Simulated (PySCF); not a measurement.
Several structures and their simulated spectra, in scrambled order.

A. `InChI=1S/C5H5ClO/c1-4-2-3-5(6)7-4/h2-3H,1H3`
B. `InChI=1S/C5H8/c1-2-5(1)3-4-5/h1-4H2`
C. SMILES C=CCC=C

Spectrum 1. ¹H NMR (300 MHz, computed): δ 0.82 (s, 8H). ¹³C{¹H} NMR (computed): δ 10.1 (C), 9.7 (CH2).

Spectrum 2. ¹H NMR (300 MHz, computed): δ 5.98 (ddt, J = 17.6, 11.2, 8.0 Hz, 2H), 5.42 (dt, J = 17.6, 1.6 Hz, 2H), 5.28 (dt, J = 11.2, 1.2 Hz, 2H), 2.91 (t of quint, J = 8.0, 1.4 Hz, 2H). ¹³C{¹H} NMR (computed): δ 146.9 (CH), 122.0 (CH2), 47.2 (CH2).

Spectrum 3. ¹H NMR (300 MHz, computed): δ 6.29 (m, 1H), 6.28 (m, 1H), 2.37 (s, 3H). ¹³C{¹H} NMR (computed): δ 156.3 (C), 145.3 (C), 115.4 (CH), 114.5 (CH), 16.6 (CH3).

Level of theory: σ from GIAO-PBE0/pcSseg-1, GFN2-xTB geometry, B3LYP/pcJ-1 coupling constants (spin–dipole term left out of most H,H and C,H couplings), in PySCF (one averaged value for each set of equivalent atoms, relativity neglected, single conformer, gas phase).

Chemical shifts δ = σref − σ; ¹H (31.72 ppm) and ¹³C (186.93 ppm) against TMS, all at this level. Multiplet labels drop J under 1 Hz and among equivalent protons, and merge close values. Unscaled 3J(H,H) run several per cent high. Where no couplings were computed, multiplicities follow the n + 1 count of equivalent neighbours, and m marks all less simple cases (inequivalent or close neighbours, rings, F or P nearby). Shifts are as computed. Against solution values, carbons near 30 ppm lie about +3 ppm off and those near 130 ppm about +5 ppm; carbons on Cl a further +6 ppm. Of 1313 compounds with measured shifts, 239 miss one by over three times the rms of a fit or turn the order of signals round; such compounds aren't used in these exercises. Carbons bonded to Cl come out too deshielded.

Question: Match each spectrum to its structure.

Answer: 1–B, 2–C, 3–A.

- Spectrum 1 (B): 2 ¹³C signals; δC 10.1 is a three-membered-ring carbon; δC 9.7 is a three-membered-ring carbon.
- Spectrum 2 (C): 3 ¹³C signals; δC 146.9 is an alkene CH; δC 122.0 is a terminal =CH2 carbon.
- Spectrum 3 (A): 5 ¹³C signals; δC 16.6 is a methyl carbon on an aromatic ring; δH 6.29 is the hydrogen on an aromatic CH.
